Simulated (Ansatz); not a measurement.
Input and command of a plane-wave DFT calculation in Ansatz:

```yaml
crystal:
  lattice:
    - [0.0, 2.60165, 2.60165]
    - [2.60165, 0.0, 2.60165]
    - [2.60165, 2.60165, 0.0]
  atoms:
    - { symbol: Mg, position: [0.0, 0.0, -0.0135895832] }
    - { symbol: S, position: [0.5, 0.5, 0.5] }
basis:
  ecutwfc: 420
kpoints:
  mp_grid: { grid: [8, 8, 8] }
hamiltonian:
  xc: pbe
scf:
  occupations: { method: gaussian, width: 0.05 }
output:
  forces: true
  stress: true
  eigenvalues: true
  write_density: true
  write_potential: true
  elf: true
  volumetric_format: npy
```

```bash
ansatz run input.yaml --threads 1 --pin off --max-ram 2560MiB --backend cpu --events-out ev --progress --plain --runs-dir out
```

Processor: Oxide Virtual Turin-like Processor (Zen 5), 1 thread, on a host shared with other jobs.

Q: How long does it run, and how much memory does it take?

A: About 3.8 s on 1 thread of Oxide Virtual Turin-like Processor (Zen 5) (shared host), peak memory 0.38 GiB. It solves 12 bands at 95 k points (the mesh reduced by symmetry) with about 701 plane waves, in 7 SCF iterations.
